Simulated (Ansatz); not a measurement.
C, 2 atoms in the cell. Symmetry: C2/m, No. 12, monoclinic system. Conventional cell: a = 4.255 Å, b = 2.457 Å, c = 3.765 Å, α = 90.00°, β = 111.49°, γ = 90.00°. C (site symmetry m) has 3 C at 1.42 Å as nearest neighbours. This is a stacking variant of graphite.

```yaml
Program: Ansatz 0.2.0
Task: single point
Functional: r2SCAN0 form with a typed share of exact exchange
Potentials_or_basis: Ansatz PAW
Cutoff: "500 eV (not typed: the program's choice for these potentials)"
k_mesh: 7 × 7 × 4
Occupations: fermi-dirac, width 0.05 eV
Spin: no spin polarisation
Share_of_exact_exchange: 0.35
```

Potentials or basis: Ansatz PAW.

Command:

```console
$ ansatz run input.yaml --threads 2 --pin off --max-ram 5632MiB --backend cpu --events-out ev --progress --plain --runs-dir out
```

Hardware: 2 threads of Intel(R) Xeon(R) Platinum 8488C (Sapphire Rapids), on a shared host.

Task: Estimate the wall time of this run.

Result: It took 7.3 s on 2 threads of Intel(R) Xeon(R) Platinum 8488C (Sapphire Rapids), with other jobs on the host, peak memory 0.69 GiB. Counts: scf iterations 14, plane waves 467, k points 60, bands 8.
